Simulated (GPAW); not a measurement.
A run of GPAW 26.7.0:

run.py

```python
from ase import Atoms
from ase.dft.bandgap import bandgap
from ase.io import write
from ase.units import Bohr, GPa
from gpaw import GPAW, PW, setup_paths
from gpaw.elf import elf_from_dft_calculation

setup_paths.insert(0, '.')

atoms = Atoms(['Se', 'Zn'],
              cell=[[0.0, 2.8338, 2.8338],
                    [2.8338, 0.0, 2.8338],
                    [2.8338, 2.8338, 0.0]],
              scaled_positions=[[0.75, 0.75, 0.75],
                                [0.0, 0.0, 0.0]],
              pbc=True)

calc = GPAW(mode=PW(510),
            xc='AM05',
            kpts={'size': (5, 5, 5), 'gamma': True},
            occupations={'name': 'fermi-dirac', 'width': 0.01},
            nbands=18,
            convergence={'density': 1e-05, 'energy': 1e-05},
            maxiter=150,
            txt='gpaw.txt')
atoms.calc = calc
energy = atoms.get_potential_energy()
forces = atoms.get_forces()
stress = atoms.get_stress()
calc.write('gs.gpw')
write('result.traj', atoms)
print(f'Energy: {energy:.6f} eV')
print('Forces (eV/A):')
print(forces.round(4))
print('Stress (GPa):', (stress / GPa).round(3))
print('Fermi level:', round(calc.get_fermi_level(), 4), 'eV')
print(f'Gap: {bandgap(calc)[0]:.4f} eV, direct: {bandgap(calc, direct=True)[0]:.4f} eV')

# fields on the real-space grid
write('density.cube', atoms, data=calc.get_pseudo_density() * Bohr**3)
write('potential.cube', atoms, data=calc.get_electrostatic_potential())
write('elf.cube', atoms, data=elf_from_dft_calculation(calc).data)
```

Potentials or basis: PAW data sets generated in the run's folder for this functional, pw.

The run is started by

```sh
$ gpaw-setup -f AM05 Se Zn
$ OMP_NUM_THREADS=1 python run.py
```

Hardware: 1 thread of Arm Neoverse V1, on a shared host.

How long does it take, and how much memory?

Run time: 10 s on 1 thread of Arm Neoverse V1, on a shared host, peak memory 0.13 GiB. Counts: scf iterations 9, plane waves 1243, bands 18, k points 10.
